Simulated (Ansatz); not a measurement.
**Convergence test, Te**

These are results of Ansatz, DFT PBEsol, scalar-relativistic, plane waves, PAW, not measurements.

```xyz
3
Lattice="4.4469 0.0000 0.0000 -2.2235 3.8512 0.0000 0.0000 0.0000 5.9149" Properties=species:S:1:pos:R:3 pbc="T T T"
Te    1.1962    0.0000    0.9858
Te   -0.5981    1.0360    4.9291
Te    1.6254    2.8152    2.9575
```

The Γ-centred k-mesh is 9×9×6. The occupation rule is Gaussian smearing, 0.01 eV and the spin treatment is unpolarised. The valence charge of the PAW sets is Te 16.

The atoms stay fixed while the plane-wave cutoff is varied. ΔE is the energy extrapolated to zero smearing, less that of the reference run (500 eV). The cell isn't necessarily relaxed at this level. Spin–orbit coupling is left out. Pressure is positive in compression and holds a correction for the finite cutoff (Pulay stress).

(1) One run gave ΔE = 3.08 meV/atom and P = -0.73 GPa. Which plane-wave cutoff did it use, of 250, 300, 350, 420?

Results:

(1) 350 eV. All runs:

| cutoff (eV) | ΔE (meV/atom) | P (GPa) | largest change of a force component (eV/Å) | gap on mesh (eV) | plane waves at Γ |
| --- | --- | --- | --- | --- | --- |
| 250 | 827 | -0.96 | 0.046 | 0.142 | 903 |
| 300 | 58.4 | -0.71 | 0.005 | 0.149 | 1181 |
| 350 | 3.08 | -0.73 | 0.000 | 0.151 | 1507 |
| 420 | 0.98 | -0.73 | 0.000 | 0.151 | 1993 |
| 500 | 0.00 | -0.74 | 0.000 | 0.151 | 2535 |